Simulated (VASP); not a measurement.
KCl (Sylvite): single point with LDA

**Experimental background.**

A printed reference work, monograph reports, for a bulk crystal of KCl: band gap 8.68 eV.

The system is KCl (Sylvite).

```
CELL_PARAMETERS angstrom
0.00000 3.20818 3.20818
3.20818 0.00000 3.20818
3.20818 3.20818 0.00000
ATOMIC_POSITIONS crystal
K 0.00000 0.00000 0.00000
Cl 0.50000 0.50000 0.50000
```

```json
{
  "Program": "VASP 6.6.1",
  "Task": "single point",
  "Functional": "LDA",
  "Potentials or basis": "VASP PAW LDA potentials, release 64 (K_sv, Cl)",
  "Cutoff": "520 eV",
  "k mesh": "6 × 6 × 6",
  "Occupations": "fermi-dirac, width 0.05 eV",
  "Spin": "no spin polarisation",
  "Dipole correction": "no",
  "Further INCAR settings": "ALGO = Normal; EDIFF = 1e-06; NBANDS = 15"
}
```

```json
{
  "Pressure": "-2.6 GPa",
  "Band gap on the k mesh": "4.56 eV, direct"
}
```

Levels at points of the mesh, in eV from the valence-band top:
```csv
k point,band 6,band 7,band 8,band 9,band 10,band 11
"(0.00, 0.00, 0.00)",0.00,0.00,0.00,4.56,8.05,8.05
"(0.50, 0.00, 0.00)",-1.03,-0.30,-0.30,7.02,8.02,10.09
"(0.50, 0.50, 0.00)",-0.66,-0.22,-0.22,6.21,7.71,9.32
```

It took 6.1 s on 1 thread of Intel(R) Xeon(R) 6975P-C (Granite Rapids), with other jobs on the host, peak memory 0.17 GiB.

A measured gap of KCl is 8.68 eV (a printed reference work, monograph); the calculated 4.56 eV misses it by -4.12 eV. The value is that of LDA, without temperature or zero-point motion. Semilocal functionals fall short of measured gaps as a rule.
